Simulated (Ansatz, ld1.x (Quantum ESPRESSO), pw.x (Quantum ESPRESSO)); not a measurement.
# From atom to crystal: ultrasoft potential for phosphorus

P (Z = 15), ultrasoft, made with ld1.x (Quantum ESPRESSO) 7.5 (PBE, scalar-relativistic). Core [Ne], reference 3s2 3p2.5 (charge +0.5). Waves: 3s (bound): rcut 1.35, rcutus 1.75 bohr; 3s channel at -1 Ry: rcut 1.35, rcutus 1.75 bohr; 3p (bound): rcut 1.20, rcutus 1.62 bohr; 3p channel at 0.1 Ry: rcut 1.20, rcutus 1.62 bohr; 3d channel at 0.25 Ry: rcut 1.25, rcutus 1.70 bohr. Local part: all-electron potential smoothed inside 1.15 bohr (lloc = -2). Core correction: none. Augmentation charge: PSQ, radius 1.40 bohr.

Atomic tests: cutoffs needed: 10 Ry and 21 Ry (the cutoffs (Ry, on a coarse ladder) from which the occupation-weighted sum of valence levels, in a spherical-Bessel basis at the reference potential, stays within 10 and 1 mRy of its value at 400 Ry); ghost test: no extra level below or beside the all-electron valence levels (s, p, d, f tested) (spherical-Bessel basis up to 400 Ry, 20 bohr box); largest excitation error: +96 meV (all-electron minus pseudo) for 3s1 3p0, out of 7 test configurations.

Crystal test: fcc P in pw.x 7.5, no spin, 14³ k-points, Fermi–Dirac smearing 0.01 Ry, cutoffs 40/320 Ry. The lattice is a test structure that the element need not adopt, and mesh and smearing are coarse.

pw.x input:

```
&control
  calculation='scf', prefix='x', pseudo_dir='./', outdir='./tmp', tstress=.true., disk_io='none'
/
&system
  ibrav=0, nat=1, ntyp=1, ecutwfc=40, ecutrho=320, nbnd=9,
  occupations='smearing', smearing='fd', degauss=0.01
/
&electrons
  conv_thr=1e-09, mixing_beta=0.4, electron_maxstep=70
/
ATOMIC_SPECIES
P 1.0 P.UPF
CELL_PARAMETERS angstrom
  0.00000000 1.94724573 1.94724573
  1.94724573 0.00000000 1.94724573
  1.94724573 1.94724573 0.00000000
ATOMIC_POSITIONS crystal
P 0.0000 0.0000 0.0000
K_POINTS automatic
14 14 14 0 0 0
```

```bash
pw.x < P.scf.in > P.scf.out
```

Q: How does the run end?

A: It converges; the pressure is -0.87 GPa against -1.13 GPa from all-electron LAPW.  The log shows:

```
     number of electrons       =         5.00
     number of Kohn-Sham states=            9
     kinetic-energy cutoff     =      40.0000  Ry
     charge density cutoff     =     320.0000  Ry
     scf convergence threshold =      1.0E-09
     Exchange-correlation= PBE
     number of k points=   104  Fermi-Dirac smearing, width (Ry)=  0.0100
     iteration #  1     ecut=    40.00 Ry     beta= 0.40
     total energy              =     -13.15082290 Ry
     estimated scf accuracy    <       0.01654980 Ry
     iteration #  2     ecut=    40.00 Ry     beta= 0.40
     total energy              =     -13.14928216 Ry
     estimated scf accuracy    <       0.00446910 Ry
     iteration #  3     ecut=    40.00 Ry     beta= 0.40
     total energy              =     -13.14958492 Ry
     estimated scf accuracy    <       0.00000525 Ry
     iteration #  4     ecut=    40.00 Ry     beta= 0.40
     total energy              =     -13.14959023 Ry
     estimated scf accuracy    <       0.00000035 Ry
     iteration #  5     ecut=    40.00 Ry     beta= 0.40
     total energy              =     -13.14959027 Ry
     estimated scf accuracy    <       0.00000012 Ry
     iteration #  6     ecut=    40.00 Ry     beta= 0.40
     total energy              =     -13.14959028 Ry
     estimated scf accuracy    <          1.1E-09 Ry
     iteration #  7     ecut=    40.00 Ry     beta= 0.40
     the Fermi energy is    10.8956 ev
!    total energy              =     -13.14959028 Ry
     estimated scf accuracy    <          5.0E-11 Ry
     smearing contrib. (-TS)   =      -0.00287883 Ry
     The total energy is F=E-TS. E is the sum of the following terms:
     one-electron contribution =       5.54274456 Ry
     hartree contribution      =       0.23280737 Ry
     xc contribution           =      -3.34767200 Ry
     ewald contribution        =     -15.57459138 Ry
     convergence has been achieved in   7 iterations
          total   stress  (Ry/bohr**3)                   (kbar)     P=       -8.71
     Message from routine punch:
     Nothing written, as per user request (disk_io='none')
```
